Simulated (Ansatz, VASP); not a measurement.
## BN: VASP beside Ansatz

INCAR

```
  PREC = Accurate
  ENCUT = 520
  EDIFF = 1E-6
  ISMEAR = 0
  SIGMA = 0.01
  LREAL = F
  LASPH = T
  NELM = 80
  ALGO = Normal
  ISIF = 2
  LWAVE = F
  LCHARG = F
  GGA = B5
  ALDAX = 1.0
  AGGAX = 1.0
  AGGAC = 1.0
  ALDAC = 0.0
  NBANDS = 16
```

KPOINTS

```
regular mesh
0
Gamma
  8 8 3
```

Contents of POSCAR:

```
BN
1.0
    2.4982400000      0.0000000000      0.0000000000
   -1.2491200000      2.1635390000      0.0000000000
    0.0000000000      0.0000000000      6.6357000000
B N
2 2
Direct
    0.3333333333      0.6666666667      0.2500000000
    0.6666666667      0.3333333333      0.7500000000
    0.3333333333      0.6666666667      0.7500000000
    0.6666666667      0.3333333333      0.2500000000
```

Input for Ansatz:

```yaml
crystal:
  lattice:
    - [2.49824, 0.0, 0.0]
    - [-1.24912, 2.163539, 0.0]
    - [0.0, 0.0, 6.6357]
  atoms:
    - { symbol: B, position: [0.3333333333333333, 0.6666666666666666, 0.25] }
    - { symbol: B, position: [0.6666666666666666, 0.3333333333333333, 0.75] }
    - { symbol: "N", position: [0.3333333333333333, 0.6666666666666666, 0.75] }
    - { symbol: "N", position: [0.6666666666666666, 0.3333333333333333, 0.25] }
basis:
  ecutwfc: 517.016338673772
kpoints:
  mp_grid:
    grid: [8, 8, 3]
hamiltonian:
  xc: blyp
scf:
  convergence:
    dr2_threshold: 1.0e-07
  occupations:
    method: fixed
output:
  forces: true
  stress: true
```

Alike in both runs: task single point; functional BLYP; k mesh 8 × 8 × 3; no spin polarisation.

|  | VASP | Ansatz |
| --- | --- | --- |
| version | VASP 6.6.1 | Ansatz 0.2.0 |
| potentials or method | VASP PAW PBE potentials, release 64 (B, N) | plane waves, PAW |
| plane-wave cutoff (eV) | 520 | 517 |
| occupations | gaussian, width 0.01 eV | fixed |
| valence electrons in the cell | 16 | 16 |

Ansatz gave:

* pressure (GPa): 7.3
* largest component of the traceless stress (GPa): 2.45

**Question.** Which values does VASP return?

**Answer.** Pressure (GPa): 7.1; largest component of the traceless stress (GPa): 2.38.

Ansatz warned: «stress_scf_threshold_loose».

Caveats: the PAW data sets were made with another functional, which shifts forces and pressure a little (VASP); this functional lacks dispersion, which binds the layers, so the pressure and a relaxed spacing across them are unreliable. A k mesh can miss the band edges.
